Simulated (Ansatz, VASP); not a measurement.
**Ir in VASP and in Ansatz**

```xyz
2
Lattice="0.0000 2.9076 2.9076 2.9076 0.0000 2.9076 2.9076 2.9076 0.0000" Properties=species:S:1:pos:R:3 pbc="T T T"
Ir    0.7269    0.7269    0.7269
Ir    5.0883    5.0883    5.0883
```

Alike in both runs: task single point; functional RPBE; k mesh 11 × 11 × 11; occupations fermi-dirac, width 0.1 eV; no spin polarisation.

|  | VASP | Ansatz |
| --- | --- | --- |
| version | VASP 6.6.1 | Ansatz 0.2.0 |
| potentials or method | VASP PAW PBE potentials, release 64 (Ir) | plane waves (420 eV) with PAW, scalar-relativistic |
| plane-wave cutoff (eV) | 520 | 420 |
| valence electrons in the cell | 18 | 34 |

```csv
,VASP,Ansatz,Ansatz less VASP
pressure (GPa),-14.6,-14.6,+0.01
```

The functional is the same, so the differences come from potentials, cutoffs and numerics. The two sets of potentials don't hold the same shells in valence.

Caveats: the PAW data sets were made with another functional, which shifts forces and pressure a little (VASP). The runs have no spin-orbit coupling, so splittings on Ir are missing.
